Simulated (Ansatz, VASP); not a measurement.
# TiO2 (Anatase) in two plane-wave programs

Wanted: the spread between two codes on one cell, functional and k mesh. The cell is taken from a series of runs on this material, whose earlier steps may have relaxed, scaled, displaced or heated it; both programs get it as it stands.

Calculated with Ansatz 0.2.0; plane waves, with VASP 6.6.1 beside it; relaxation of cell and atoms at PBEsol, relaxation of cell and atoms at PBE with D3(BJ) and relaxation of cell and atoms at PBE with D4.

## 1. The structure

The structure is tetragonal, space group I4_1/amd (No. 141). Conventional cell: a = 3.785 Å, b = 3.785 Å, c = 9.520 Å, α = 90.00°, β = 90.00°, γ = 90.00°. Nearest to Ti lie 6 O at 1.93 to 2.00 Å. Nearest to O lie 3 Ti at 1.93 to 2.00 Å. Farther neighbours and most contacts between anions are not listed.

Structure file:

```xyz
6
Lattice="-1.8925 1.8925 4.7598 1.8925 -1.8925 4.7598 1.8925 1.8925 -4.7598" Properties=species:S:1:pos:R:3 pbc="T T T"
Ti    0.0000    0.0000    0.0000
Ti    0.0000    1.8925    2.3799
O     0.0000    0.0000    2.0007
O     0.0000    1.8925    4.3806
O     0.0000    1.8925    0.3792
O     0.0000    0.0000    7.5189
```

## 2. VASP: relaxation of cell and atoms, PBEsol

The relaxed volume is the usual yardstick between codes: in a stiff, nearly cubic crystal its relative difference is about their pressure difference at one cell divided by the bulk modulus.

Lines of VASP's logs that name or quote its potential files are left out, and so is its time.

File INCAR:

```
SYSTEM = TiO2
PREC = Accurate
ENCUT = 600
EDIFF = 1E-07
NELM = 120
ISMEAR = -1
SIGMA = 0.05
LREAL = .FALSE.
ALGO = Normal
GGA = PS
NBANDS = 30
LASPH = .TRUE.
LORBIT = 11
LWAVE = .FALSE.
LCHARG = .FALSE.
ISIF = 3
IBRION = 2
NSW = 80
EDIFFG = -0.005
GGA_COMPAT = .FALSE.
NELMIN = 4
EFERMI = MIDGAP
KPAR = 2
```

File POSCAR:

```
TiO2
1.0
   -1.8925000000      1.8925000000      4.7598000000
    1.8925000000     -1.8925000000      4.7598000000
    1.8925000000      1.8925000000     -4.7598000000
Ti O
2 4
Direct
    0.0000000000      0.0000000000      0.0000000000
    0.7500000000      0.2500000000      0.5000000000
    0.2101699651      0.2101699651      0.0000000000
    0.9601699651      0.4601699651      0.5000000000
    0.5398300349      0.0398300349      0.5000000000
    0.7898300349      0.7898300349      0.0000000000
```

File KPOINTS:

```
Automatic mesh
0
Gamma
10 10 10
0 0 0
```

Potentials, in the order of the species: Ti_sv and O (PBE family, release 64).

Launch:

```sh
> mpirun -np 2 vasp_std
```

Numbers of over 12 decimals in the logs are rounded to 6 here.

Log:

```text
[banner, memory and clock lines left out]
running    2 mpi-ranks, on    1 nodes
 distrk:  each k-point on    1 cores,    2 groups
 distr:  one band on    1 cores,    1 groups

 POSCAR found type information on POSCAR TiO
 POSCAR found :  2 types and       6 ions
|                                                                             |
|               ----> ADVICE to this user running VASP <----                  |
|                                                                             |
|     You enforced a specific xc type in the INCAR file but a different       |
|     [... a line on the potential file left out ...]
|     I HOPE YOU KNOW WHAT YOU ARE DOING!                                     |
|                                                                             |

 LDA part: xc-table for (Slater+PW92), standard interpolation
 POSCAR, INCAR and KPOINTS ok, starting setup
 FFT: planning ... GRIDC
 FFT: planning ... GRID_SOFT
 FFT: planning ... GRID
 WAVECAR not read
 entering main loop
       N       E                     dE             d eps       ncg     rms          rms(c)
DAV:   1     0.711341283182E+03    0.71134E+03   -0.26786E+04  6120   0.205E+03
DAV:   2     0.534232237252E+02   -0.65792E+03   -0.62560E+03  6498   0.579E+02
DAV:   3    -0.667961835537E+02   -0.12022E+03   -0.11725E+03  9096   0.216E+02
DAV:   4    -0.722633056023E+02   -0.54671E+01   -0.54600E+01  8790   0.483E+01
DAV:   5    -0.724845531230E+02   -0.22125E+00   -0.22118E+00  8404   0.790E+00    0.319E+01
DAV:   6    -0.567259952138E+02    0.15759E+02   -0.97572E+01  8010   0.961E+01    0.117E+01
DAV:   7    -0.564025164689E+02    0.32348E+00   -0.14466E+01  7922   0.310E+01    0.859E+00
DAV:   8    -0.563839244781E+02    0.18592E-01   -0.34863E+00  7460   0.189E+01    0.405E+00
DAV:   9    -0.562085207997E+02    0.17540E+00   -0.10782E+00  7646   0.995E+00    0.101E+00
DAV:  10    -0.562195906948E+02   -0.11070E-01   -0.10989E-01  7126   0.251E+00    0.562E-01
DAV:  11    -0.562138588108E+02    0.57319E-02   -0.30082E-02  7252   0.113E+00    0.830E-02
DAV:  12    -0.562141071273E+02   -0.24832E-03   -0.22547E-03  6818   0.514E-01    0.152E-01
DAV:  13    -0.562139364986E+02    0.17063E-03   -0.48076E-04  7318   0.226E-01    0.388E-02
DAV:  14    -0.562139332497E+02    0.32489E-05   -0.97775E-05  8584   0.910E-02    0.123E-02
DAV:  15    -0.562139340849E+02   -0.83528E-06   -0.14035E-05  8324   0.358E-02    0.594E-03
DAV:  16    -0.562139340212E+02    0.63743E-07   -0.74268E-07  6810   0.805E-03
   1 F= -.56213934E+02 E0= -.56213934E+02  d E =-.562139E+02
[...]
2 F= -.56214407E+02 E0= -.56214407E+02  d E =-.473097E-03
[...]
3 F= -.56223291E+02 E0= -.56223291E+02  d E =-.935703E-02
[...]
4 F= -.56224604E+02 E0= -.56224604E+02  d E =-.131265E-02
[...]
5 F= -.56224604E+02 E0= -.56224604E+02  d E =-.131264E-02
[...]
6 F= -.56225340E+02 E0= -.56225340E+02  d E =-.736412E-03
[...]
7 F= -.56226646E+02 E0= -.56226646E+02  d E =-.204228E-02
 curvature:  -2.90 expect dE=-0.240E-03 dE for cont linesearch -0.132E-03
 ZBRENT: extrapolating
 opt :   4.8724  next Energy=   -56.226794 (dE=-0.219E-02)
 bond charge predicted
       N       E                     dE             d eps       ncg     rms          rms(c)
DAV:   1    -0.562278906284E+02   -0.12447E-02   -0.37613E-01  6120   0.496E+00    0.316E-01
DAV:   2    -0.562274679733E+02    0.42266E-03   -0.14347E-02  6560   0.925E-01    0.179E-01
DAV:   3    -0.562268045390E+02    0.66343E-03   -0.18182E-03  7100   0.375E-01    0.406E-02
DAV:   4    -0.562268000737E+02    0.44653E-05   -0.24387E-04  7976   0.120E-01    0.304E-02
DAV:   5    -0.562267969268E+02    0.31469E-05   -0.21109E-05  7792   0.484E-02    0.144E-02
DAV:   6    -0.562267965242E+02    0.40253E-06   -0.37874E-06  7156   0.170E-02    0.354E-03
DAV:   7    -0.562267965284E+02   -0.41928E-08   -0.25449E-07  5148   0.391E-03
   8 F= -.56226797E+02 E0= -.56226797E+02  d E =-.219284E-02
 curvature:  -3.26 expect dE=-0.273E-04 dE for cont linesearch -0.220E-07
 trial: gam=-0.03355 g(F)=  0.223E-06 g(S)=  0.816E-05 ort = 0.285E-05 (trialstep = 0.170E+01)
 search vector abs. value=  0.955E-05
 reached required accuracy - stopping structural energy minimisation
```

Parts of OUTCAR (step 2):

```text
ion  position               nearest neighbor table
   1  0.000  0.000  0.000-   5 1.93   4 1.93   5 1.93   4 1.93   3 2.00   6 2.00
   2  0.750  0.250  0.500-   6 1.93   3 1.93   6 1.93   3 1.93   4 2.00   5 2.00
   3  0.210  0.210  0.000-   2 1.93   2 1.93   1 2.00
   4  0.960  0.460  0.500-   1 1.93   1 1.93   2 2.00
   5  0.540  0.040  0.500-   1 1.93   1 1.93   2 2.00
   6  0.790  0.790  0.000-   2 1.93   2 1.93   1 2.00

  LATTYP: Found a body centered tetragonal cell.
 ALAT       =     3.7850000000
 C/A-ratio  =     2.5150858653

 Subroutine GETGRP returns: Found 16 space group operations
 (whereof  8 operations were pure point group operations)

The static configuration has the point symmetry D_2d.
 The point group associated with its full space group is D_4h.

 Found    102 irreducible k-points:

   k-points           NKPTS =    102   k-points in BZ     NKDIM =    102   number of bands    NBANDS=     30

   dimension x,y,z NGX =    48 NGY =   48 NGZ =   48
   dimension x,y,z NGXF=    96 NGYF=   96 NGZF=   96

   ENCUT  =  600.0 eV  44.10 Ry    6.64 a.u.  10.91 10.91 10.91*2*pi/ulx,y,z

   NELECT =      48.0000    total number of electrons

 k-points in reciprocal lattice and weights: Automatic mesh
   0.00000000  0.00000000  0.00000000       0.001
   0.10000000 -0.00000000  0.00000000       0.008
   0.20000000 -0.00000000  0.00000000       0.008
   0.30000000  0.00000000  0.00000000       0.008
   0.40000000 -0.00000000  0.00000000       0.008
   0.50000000  0.00000000 -0.00000000       0.004
   0.10000000  0.10000000  0.00000000       0.008
   0.20000000  0.10000000  0.00000000       0.016
   0.30000000  0.10000000 -0.00000000       0.016
[...]
-0.40000000 -0.40000000  0.40000000       0.002
   0.50000000  0.50000000  0.50000000       0.001

 average (electrostatic) potential at core
       1 -76.8921       2 -76.8921       3 -70.2870       4 -70.2870       5 -70.2870
       6 -70.2870

 E-fermi :   4.3303

 k-point     1 :       0.0000    0.0000    0.0000
  band No.  band energies     occupation
    ...
     20       2.5071      2.00000
     21       2.5128      2.00000
     22       2.5128      2.00000
     23       2.8229      2.00000
     24       2.8229      2.00000
     25       5.3763      0.00000
     26       6.1230      0.00000
     27       7.3152      0.00000
     28       7.3152      0.00000
     29       7.3390      0.00000
    ...

 k-point     2 :       0.1000   -0.0000    0.0000
  band No.  band energies     occupation
    ...
     20       2.2730      2.00000
     21       2.4594      2.00000
     22       2.5106      2.00000
     23       2.6600      2.00000
     24       2.8430      2.00000
     25       5.6228      0.00000
     26       6.1626      0.00000
     27       7.0193      0.00000
     28       7.1476      0.00000
     29       7.2795      0.00000
    ...

 k-point     3 :       0.2000   -0.0000    0.0000
  band No.  band energies     occupation
    ...
     20       1.7815      2.00000
     21       2.1336      2.00000
     22       2.5034      2.00000
     23       2.5297      2.00000
     24       2.8215      2.00000
     25       6.1101      0.00000
     26       6.3170      0.00000
     27       6.6786      0.00000
     28       6.9324      0.00000
     29       7.2236      0.00000
    ...

  Total       -0.0218287     -0.0218287     -0.0078839      0.0000000      0.0000000      0.0000000
  in kB       -0.5141005     -0.5141005     -0.1856782      0.0000000      0.0000000      0.0000000
  external PRESSURE =      -0.4046264 kB  Pullay stress =       0.0000000 kB

  energy-cutoff  :      600.00
  volume of cell :       68.03
      direct lattice vectors                 reciprocal lattice vectors
    -1.886381025  1.886381025  4.779389085     0.000000000  0.265057798  0.104615881
     1.886381025 -1.886381025  4.779389085     0.265057798  0.000000000  0.104615881
     1.886381025  1.886381025 -4.779389085     0.265057798  0.265057798  0.000000000

 POSITION                                       TOTAL-FORCE (eV/Angst)
 -----------------------------------------------------------------------------------
      0.00000      0.00000      9.55878        -0.000000     -0.000000      0.000000
      0.00000      1.88638      2.38969        -0.000000     -0.000000     -0.000000
      0.00000      0.00000      1.98403         0.000000     -0.000000      0.001076
      0.00000      1.88638      4.37373        -0.000000      0.000000      0.001076
     -0.00000      1.88638      0.40566        -0.000000      0.000000     -0.001076
      1.88638      1.88638      2.79536         0.000000     -0.000000     -0.001076
 -----------------------------------------------------------------------------------
    total drift:                               -0.000000     -0.000000      0.000000

  FREE ENERGIE OF THE ION-ELECTRON SYSTEM (eV)
  ---------------------------------------------------
  free  energy   TOTEN  =       -56.2267965284 eV

  energy  without entropy=      -56.2267965284  energy(sigma->0) =      -56.22679653

 reached required accuracy - stopping structural energy minimisation

 total charge
# of ion       s       p       d       tot
------------------------------------------
    1        2.229   6.308   1.770  10.306
    2        2.229   6.308   1.770  10.306
    3        1.564   3.491   0.000   5.055
    4        1.564   3.491   0.000   5.055
    5        1.564   3.491   0.000   5.055
    6        1.564   3.491   0.000   5.055
--------------------------------------------------
tot         10.713  26.579   3.539  40.831

[... 3 further parts left out ...]
```

CONTCAR:

```
TiO2
   1.00000000000000
    -1.8863810248139259    1.8863810248139259    4.7793890847882432
     1.8863810248139259   -1.8863810248139259    4.7793890847882432
     1.8863810248139259    1.8863810248139259   -4.7793890847882432
  Ti              O
     2     4
Direct
     1.0000000000000000    1.0000000000000000    0.0000000000000000
     0.7500000000000000    0.2500000000000000    0.5000000000000000
     0.2075614598982781    0.2075614598982781    0.0000000000000000
     0.9575614598982781    0.4575614598982782    0.5000000000000000
     0.5424385401017219    0.0424385401017218    0.5000000000000000
     0.7924385401017219    0.7924385401017219    1.0000000000000000
```

This run has no spin polarisation, so a moment on Ti, if there is one, isn't seen. The run keeps the 16 symmetry operations of its start, so it cannot find a distortion of lower symmetry.

## 3. Ansatz: relaxation of cell and atoms, PBEsol

Ansatz runs on its PAW soft_1 files.

The same cell, functional, mesh and smearing now go to Ansatz, which takes its cutoff from its data sets.

File input.yaml:

```yaml
crystal:
  lattice:
    - [-1.8925, 1.8925, 4.7598]
    - [1.8925, -1.8925, 4.7598]
    - [1.8925, 1.8925, -4.7598]
  atoms:
    - { symbol: Ti, position: [0.0, 0.0, 0.0] }
    - { symbol: Ti, position: [0.75, 0.25, 0.5] }
    - { symbol: O, position: [0.21017, 0.21017, 0.0] }
    - { symbol: O, position: [0.96017, 0.46017, 0.5] }
    - { symbol: O, position: [0.53983, 0.03983, 0.5] }
    - { symbol: O, position: [0.78983, 0.78983, 0.0] }
kpoints:
  mp_grid: { grid: [10, 10, 10] }
scf:
  occupations: { method: fermi_dirac, width: 0.05 }
hamiltonian:
  xc: pbesol
  pseudopotentials: { kind: paw, azcp: { folder: soft_1 }, xc_functional: pbe }
relax:
  f_tol: 0.01
  max_steps: 60
  cell: { stress_tol: 0.02 }
output:
  forces: true
  stress: true
```

Launch:

```sh
> ansatz run input.yaml --threads 4 --pin off --max-ram 10240MiB --backend cpu --events-out ev --progress --plain --runs-dir out
```

Log:

```text
basis.fft_grid_basis auto: the FFT boxes are laid along the combinations [[1, 0, 1], [0, 1, 1], [0, 0, 1]] of the cell's own vectors, 3.785, 3.785 and 5.461 Å long. The dense box has 27×27×40 points. Along the cell's own vectors, as sized, it would have 40×40×40, 2.19 times as many. Of the 16 symmetry operations that the crystal satisfies within crystal.symmetry.tolerance (time reversal apart; of a slab, those that k [...]
Engine: ansatz 0.2.0, aarch64-unknown-linux-gnu
Pseudopotentials: kind: paw
Pseudopotential: Ti, paw, valence charge 12, recommended cutoff 420 eV (normal), soft_1/Ti.paw.azcp
Pseudopotential: O, paw, valence charge 6, recommended cutoff 420 eV (normal), soft_1/O.paw.azcp
Functional definition: PBEsol
  exchange = pbesol_x
  correlation = pbesol_c
Crystal: 6 atoms, lattice volume = 68.190 Å³
Basis set: ecut = 420 eV, 1323 PW (Γ), FFT grids on a1+a3, a2+a3, a3, exchange–correlation on 54×54×80 points (8 copies of the dense FFT grid, shifted against one another)
Bands: 30, of which v1, the nominal top of the filled ones, is band 24 counted from 1 (23 counted from 0)
Symmetry: 16 space group operations
Space group: I41/amd (ITA 141), of the structure as read, at distance tolerance 4.1e-5 Å
k-points: 102 of 1000
Non-local potential: Ti, projectors of the file, l = 0: 3, l = 1: 2, l = 2: 3, l = 3: 1
Non-local potential: O, projectors of the file, l = 0: 2, l = 1: 2, l = 2: 1
PAW form: soft (Blöchl's): semilocal exchange-correlation on the pseudo side does not see the compensation charge
PAW frozen core: Ti, regenerated for the run's functional, and the local potential with it (the file was generated under x = pbe(κ = 0.804, μ = 0.219515), c = pbe(β = 0.066725))
PAW frozen core: O, regenerated for the run's functional, and the local potential with it (the file was generated under x = pbe(κ = 0.804, μ = 0.219515), c = pbe(β = 0.066725))
PAW one-centre angular grid: Ti, 590 points (default); XC on 64 Gauss nodes
PAW one-centre angular grid: O, 110 points (default); XC on 64 Gauss nodes
Initial density: superposition of atomic densities (chi_scale 0.1, normalization cell, long waves kept (reshape's long-wave potential 0.00 eV rms))
Initial wavefunctions: pseudopotential atomic-orbital guess
Functional: x = pbesol(κ = 0.804, μ = 0.123457), c = pbesol(β = 0.046)
SCF iter   1: F=—  HF=-7200.025513 eV  |F-HF|=—  |Δ(HF+E_count)|=         —  Δρ=5.25e-2  dr2=2.01e0  ethr=3.10e-3  ⟨swp⟩=4.9  Hψ=10897  notcnv=0
preconditioner: auto → none  [insulator: Δε(μ)=2.084 eV  Ē_g=9.702 eV  σ=0.050 eV  W_gap=1.00  n_scr=14 (ndim 8)  ℏωp=25.4 eV  f_vac=0.000  D(μ)=0.00/eV (n_scr^D=0)  ε∞_Penn≈7.9]
SCF iter   2: F=—  HF=-7199.682451 eV  |F-HF|=—  |Δ(HF+E_count)|=   3.43e-1  Δρ=2.44e-2  dr2=2.18e-1  ethr=3.10e-3  ⟨swp⟩=2.0  Hψ=5646  notcnv=0  defer=159
SCF iter   3: F=—  HF=-7199.730699 eV  |F-HF|=—  |Δ(HF+E_count)|=   4.82e-2  Δρ=6.64e-3  dr2=2.62e-2  ethr=4.53e-4  ⟨swp⟩=3.0  Hψ=4982  notcnv=0  defer=159
SCF iter   4: F=—  HF=-7199.737266 eV  |F-HF|=—  |Δ(HF+E_count)|=   6.57e-3  Δρ=7.64e-4  dr2=2.04e-4  ethr=5.47e-5  ⟨swp⟩=2.0  Hψ=4940  notcnv=0  defer=159
SCF iter   5: F=—  HF=-7199.737362 eV  |F-HF|=—  |Δ(HF+E_count)|=   9.60e-5  Δρ=1.25e-4  dr2=5.62e-6  ethr=4.25e-7  ⟨swp⟩=2.8  Hψ=5828  notcnv=0  defer=159
SCF iter   6: F=—  HF=-7199.737318 eV  |F-HF|=—  |Δ(HF+E_count)|=   4.45e-5  Δρ=1.98e-5  dr2=1.41e-7  ethr=1.17e-8  ⟨swp⟩=2.0  Hψ=4358  notcnv=0  defer=159
SCF iter   7: F=-7199.737318 eV  HF=-7199.737318 eV  |F-HF|=1.52e-9  |Δ(HF+E_count)|=   9.88e-8  Δρ=2.13e-6  dr2=1.69e-9  ethr=2.08e-10  ⟨swp⟩=4.0  Hψ=9935  notcnv=0
SCF 1 converged in 7 iterations: F = -7199.737318 eV  dr2 = 1.69e-9
  greatest PAW one-centre occupation: 0.998 electrons in one spin orbital (limit 2), on the Ti atom at site 1 (counted from 0), in its partial waves of l = 0
relax step   1: F+E_penalty+E_count = -7199.73731768 eV  Δ(F+E_penalty+E_count) = +0.000e0 eV  max|allowed force component| = 3.063e-1 eV/Å  Δτ_max = 0.0000 Å  P = -2.233 GPa  Ω = 68.190 Å³  (7 SCF iters, dr2 threshold 1.00e-7 eV, accepted)
[...]
relax step   5: F+E_penalty+E_count = -7199.75330798 eV  Δ(F+E_penalty+E_count) = +5.262e-6 eV  max|allowed force component| = 3.812e-4 eV/Å  Δτ_max = 0.0002 Å  P = -0.000 GPa  Ω = 67.896 Å³  energy of the carried Pulay correction = +7.876e-4 eV  (4 SCF iters, dr2 threshold 4.10e-9 eV, accepted)
[...]
relax step   6: F+E_penalty+E_count = -7199.75262632 eV  Δ(F+E_penalty+E_count) = +6.817e-4 eV  max|allowed force component| = 2.910e-4 eV/Å  Δτ_max = 0.0000 Å  P = -0.024 GPa  Ω = 67.896 Å³  stress off target by 4.77e-2 GPa  SCF on the basis re-selected at this cell (its energy is not comparable with the rows above)  (6 SCF iters)
[...]
relax step   7: F+E_penalty+E_count = -7199.75263019 eV  Δ(F+E_penalty+E_count) = -3.871e-6 eV  max|allowed force component| = 3.394e-5 eV/Å  Δτ_max = 0.0006 Å  P = +0.001 GPa  Ω = 67.896 Å³  energy of the carried Pulay correction = -3.314e-6 eV  (5 SCF iters, dr2 threshold 5.69e-9 eV, accepted)
[...]
relax step   8: F+E_penalty+E_count = -7199.75264445 eV  Δ(F+E_penalty+E_count) = -1.426e-5 eV  max|allowed force component| = 7.559e-6 eV/Å  Δτ_max = 0.0000 Å  P = +0.001 GPa  Ω = 67.896 Å³  stress off target by 4.06e-3 GPa  SCF on the basis re-selected at this cell (its energy is not comparable with the rows above)  (6 SCF iters)
basis re-selected at this cell: Δ(F+E_penalty+E_count) = -1.426e-5 eV, ΔP = +0.000 GPa vs the last step (what re-selecting the basis moved, of the pressure what is left beyond the Pulay correction that the steps carried, after the strain that the cell walked since its last selection, with what the two solves' SCF thresholds leave and, on support functions, any second-order correction that the steps lacked; it is no m [...]
SCF converged after 6 iterations
Free energy (F): -7199.752644 eV
Harris-Foulkes:  -7199.752644 eV  (|F-HF|=1.82e-12)
Internal energy: -7199.752644 eV  (E = F + TS)
E sigma→0 (E₀):  -7199.752644 eV
Fermi energy:    8.290072 eV
--- Per-component energies (eV) ---
  E_band       = -459.176136
  E_kinetic    = 1230.557746
  E_local      = -3671.001703  (includes V_loc(G=0)·N_el)
  E_nonlocal   = 327.223765
  E_hartree    = 1410.477022
  E_xc         = -514.600465
  E_vxc        = -654.589332  (∫ρ·V_xc dr)
  E_paw        = -2657.341036  (= ΣΔE_a)
  E_vpaw       = -512.323540  (= ΣTr[D̂ρ^β])
  E_aug_tail   = 0.002904  (compensation charges beyond the density's cutoff)
  E_ewald      = -3325.490799
  E_core_change = 0.419921  (= ΣΔE_core)
  E_smearing   = -0.000000  (= −TS)
  E_closure    = 0.000000  (closes the sum)
  Σ components = -7199.752644   (vs F -7199.752644, Δ=0.00e0)
--- Forces (eV/Å), atoms counted from 1 ---
  atom   1  Ti     0.00000000     0.00000000     0.00000000
  atom   2  Ti    -0.00000000     0.00000000     0.00000000
  atom   3  O      0.00000000     0.00000000    -0.00000756
  atom   4  O      0.00000000     0.00000000    -0.00000756
  atom   5  O      0.00000000     0.00000000     0.00000756
  atom   6  O     -0.00000000     0.00000000     0.00000756
  max |Σ_I F_I| component: 1.45e-17 eV/Å
--- Stress (GPa, compression-positive) ---
       -0.000673       0.000000      -0.000000
        0.000000      -0.000673      -0.000000
        0.000000      -0.000000       0.004064
  P = ⅓ Tr σ = 0.0009 GPa (0.009 kbar)
--- Relaxed structure (6 steps of the walk, 6 accepted, 2 SCFs on fresh bases) ---
  F+E_penalty+E_count = -7199.75264445 eV   max|allowed force component| = 7.559e-6 eV/Å   (the final SCF, on the basis selected at the relaxed cell)
  cell:  # Å, volume = 67.8961 Å³
    - [-1.884869, 1.884869, 4.777739]
    - [1.884869, -1.884869, 4.777739]
    - [1.884869, 1.884869, -4.777739]
  atoms:
    - { symbol: Ti, position: [0, 0, 0] }
    - { symbol: Ti, position: [0.75, 0.25, 0.5] }
    - { symbol: O, position: [0.207470, 0.207470, 0] }
    - { symbol: O, position: [0.957470, 0.457470, 0.5] }
    - { symbol: O, position: [0.542530, 0.042530, 0.5] }
    - { symbol: O, position: [0.792530, 0.792530, 0] }
```

[end of part 1 of 2]

[Lines on the potential files, build, host, timing and source positions are cut from VASP's logs without a mark.]

[Logs are printed without paths, hosts, clocks, repeated set-up lines and the standing remarks that a program may print on its own settings, such as how far it seeks lower states.]

[Hosts, paths, dates, database ids (printed as entryN), source tags and the programs' standing remarks are cut or masked in the printed files.]
